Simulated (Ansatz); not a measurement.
# Relaxing ZnAu

Level of theory: DFT PBE, scalar-relativistic, plane waves, PAW (Ansatz 0.2.0). Run with 420 eV cutoff, 14×14×14 k-mesh, Gaussian smearing of 0.10 eV, no spin polarisation.

What was changed in ZnAg: Ag → Au on all its sites, cell and atoms relaxed.

Spin–orbit coupling is left out, which can shift energies with elements as heavy as these.

Input:

```yaml
crystal:
  lattice:
    - [3.1930421585, 0.0, 0.0]
    - [0.0, 3.1930421585, 0.0]
    - [0.0, 0.0, 3.1930421585]
  atoms:
    - { symbol: Zn, position: [0.5, 0.5, 0.5] }
    - { symbol: Au, position: [0.0, 0.0, 0.0] }
basis:
  ecutwfc: 420
kpoints:
  mp_grid: { grid: [14, 14, 14] }
hamiltonian:
  xc: pbe
scf:
  occupations: { method: gaussian, width: 0.1 }
output:
  forces: true
  stress: true
  eigenvalues: true
relax:
  adjacent_minimum: "off"
  f_tol: 0.01
  max_steps: 60
  cell: { stress_tol: 0.1 }
```

F is the free energy. Steps run on the plane waves of an earlier cell, but the last one, and at times one on the way, on a freshly chosen basis, so a repeated geometry can differ a little in energy.

Steps:

| step | F − F(1) (eV) | largest force component (eV/Å) | V (Å³/atom) | P (GPa) |
| --- | --- | --- | --- | --- |
| 1 | 0.0000 | 0.000 | 16.277 | -0.69 |
| 2 | -0.0005 | 0.000 | 16.120 | 0.43 |
| 3 | -0.0005 | 0.000 | 16.180 | -0.01 |
| 4 | -0.0004 | 0.000 | 16.180 | 0.00 |

Relaxed structure:

```yaml
crystal:
  lattice:
    - [3.18664, 0.00000, 0.00000]
    - [0.00000, 3.18664, 0.00000]
    - [0.00000, 0.00000, 3.18664]
  atoms:
    - { symbol: Zn, position: [0.50000, 0.50000, 0.50000] }
    - { symbol: Au, position: [0.00000, 0.00000, 0.00000] }
```

Symmetry: Pm-3m, No. 221, cubic system. Conventional cell: a = 3.187 Å, b = 3.187 Å, c = 3.187 Å, α = 90.00°, β = 90.00°, γ = 90.00°. Around Zn (site symmetry m-3m) lie 8 Au at 2.76 Å. Around Au (site symmetry m-3m) lie 8 Zn at 2.76 Å.

The run converged. The run took of the order of 13 core-seconds.